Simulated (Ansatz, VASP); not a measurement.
## One calculation of WC, two programs

```
W C
1.0
     0.00000    2.19268    2.19268
     2.19268    0.00000    2.19268
     2.19268    2.19268    0.00000
W C
1 1
Cartesian
  0.0000 0.0000 0.0000
  2.1927 2.1927 2.1927
```

Measurements of this composition are mostly on another form, of space group No. 187.

Alike in both runs: task single point; functional BLYP; k mesh 10 × 10 × 10; no spin polarisation.

|  | VASP | Ansatz |
| --- | --- | --- |
| version | VASP 6.6.1 | Ansatz 0.2.0 |
| potentials or method | VASP PAW PBE potentials, release 64 (W_sv, C) | plane waves, PAW |
| plane-wave cutoff (eV) | 520 | 420 |
| occupations | fermi-dirac, width 0.1 eV | fermi-dirac |
| valence electrons in the cell | 18 | 18 |

|  | VASP | Ansatz | Ansatz less VASP |
| --- | --- | --- | --- |
| pressure (GPa) | 13.9 | 11.7 | -2.22 |

Caveats: the PAW data sets were made with another functional, which shifts forces and pressure a little (VASP). Spin-orbit coupling is left out, which matters for the levels of W.
